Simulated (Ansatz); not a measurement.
A computed series for ZnF2: pressure series

Take ZnF₂ in the rutile structure (space group P4_2/mnm, No. 136) as the base.

```
ZnF2
1.0
    4.71731     0.00000     0.00000
    0.00000     4.71731     0.00000
    0.00000     0.00000     3.12851
Zn F
2 4
Direct
  0.00000   0.00000   0.00000
  0.50000   0.50000   0.50000
  0.30383   0.30383   0.00000
  0.80383   0.19617   0.50000
  0.19617   0.80383   0.50000
  0.69617   0.69617   0.00000
```

Cell and atoms are relaxed at each pressure.

Level of theory: Kohn–Sham DFT with the PBEsol functional, run in Ansatz (a first-principles code) with PAW and 420 eV plane waves, scalar-relativistic without spin-orbit coupling.

```json
[
 {"pressure (GPa)": "-2", "volume per atom (Å³/atom)": "11.832"},
 {"pressure (GPa)": "-1", "volume per atom (Å³/atom)": "11.713"},
 {"pressure (GPa)": "0", "volume per atom (Å³/atom)": "11.603"},
 {"pressure (GPa)": "0.9", "volume per atom (Å³/atom)": "11.511"},
 {"pressure (GPa)": "4.5", "volume per atom (Å³/atom)": "?"},
 {"pressure (GPa)": "9", "volume per atom (Å³/atom)": "10.828"},
 {"pressure (GPa)": "15", "volume per atom (Å³/atom)": "10.443"},
 {"pressure (GPa)": "22.5", "volume per atom (Å³/atom)": "10.044"},
 {"pressure (GPa)": "30", "volume per atom (Å³/atom)": "9.713"}
]
```

### Question
Fit the third-order Birch–Murnaghan form P(V) = (3B₀/2)[(V₀/V)^(7/3) − (V₀/V)^(5/3)]·[1 + (3/4)(B₀′ − 4)((V₀/V)^(2/3) − 1)] (squares taken in P) to the rows shown and predict the withheld row.

### Answer
Least squares on the printed values gives V₀ = 11.605 Å³/atom, B₀ = 110 GPa, B₀′ = 4.7; this predicts 11.180 Å³/atom, and the run gives 11.177 Å³/atom, 0.003 lower.

Load acts through the strain it causes; cell and atoms are relaxed under it. Whether these cells are dynamically stable was not tested. Competing high-pressure phases were not computed.
